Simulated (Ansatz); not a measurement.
(111) slab cut from the bulk of Ni, Fm-3m (No. 225); the slab's formula is Ni:

```xyz
6
Lattice="2.4879 0.0000 0.0000 -1.2440 2.1546 0.0000 0.0000 0.0000 25.1570" Properties=species:S:1:pos:R:3 pbc="T T T"
Ni    1.2440    0.7182    7.5000
Ni    0.0000    1.4364    9.5314
Ni    0.0000    0.0000   11.5628
Ni    1.2440    0.7182   13.5942
Ni    0.0000    1.4364   15.6256
Ni    0.0000    0.0000   17.6570
```

Level of theory: Ansatz 0.2.0, DFT PBE, scalar-relativistic, plane waves, PAW. Plane waves to 420 eV, a k mesh through Γ of 15×15×1 on the computed 6-atom cell and Gaussian smearing (0.10 eV); collinear spin from starting moments 0.75 0.75 0.75 0.75 0.75 0.75 μB. A dipole correction removes the field between periodic images along c.

Question: What forces act on the atoms?

Answer:
| atom | Fx (eV/Å) | Fy (eV/Å) | Fz (eV/Å) |
| --- | --- | --- | --- |
| Ni1 | 0.000 | 0.000 | 0.162 |
| Ni2 | 0.000 | 0.000 | -0.138 |
| Ni3 | 0.000 | 0.000 | -0.032 |
| Ni4 | 0.000 | 0.000 | 0.032 |
| Ni5 | 0.000 | 0.000 | 0.138 |
| Ni6 | 0.000 | 0.000 | -0.162 |

Cost: 1 run of about 2.2 core-minutes, on Arm Neoverse V1 (shared hosts).